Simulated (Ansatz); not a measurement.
The system is Mg.

```xyz
2
Lattice="3.2093 0.0000 0.0000 -1.6046 2.7793 0.0000 0.0000 0.0000 5.2103" Properties=species:S:1:pos:R:3 pbc="T T T"
Mg    1.6047    0.9264    3.9077
Mg    0.0000    1.8529    1.3026
```

* Program: Ansatz 0.2.0
* Task: relaxation of cell and atoms
* Functional: r2SCAN
* Dispersion: rVV10
* Potentials or basis: Ansatz PAW
* Cutoff: 500 eV (not typed: the program's choice for these potentials)
* k mesh: 10 × 10 × 5
* Occupations: fermi-dirac, width 0.05 eV
* Spin: no spin polarisation

At the start: volume 23.24 Å³/atom.

How do energy, volume and symmetry change on relaxing?

It ends after 6 steps and the volume is 22.53 Å³/atom (-3.1 %); space group P6_3/mmc (No. 194, to 0.05 Å).

Step by step:
```csv
step,energy change (eV),largest force (eV/Å),volume (Å³)
1,0.0000,0.0000,46.47
2,-0.0072,0.0000,45.19
3,-0.0083,0.0000,44.90
4,-0.0087,0.0000,45.00
5,-0.0087,0.0000,45.05
6,-0.0085,0.0000,45.05
```

Final structure:
```
CELL_PARAMETERS angstrom
3.14723 0.00000 0.00000
-1.57362 2.72558 0.00000
0.00000 0.00000 5.25223
ATOMIC_POSITIONS crystal
Mg 0.66667 0.33333 0.75000
Mg 0.33333 0.66667 0.25000
```

Caveat: the plane-wave basis is chosen anew once the cell has moved, so the energies of steps on either side of that aren't comparable; the PAW data sets come from PBE, with cores solved anew for the run's functional, which leaves a small shift of forces and pressure.
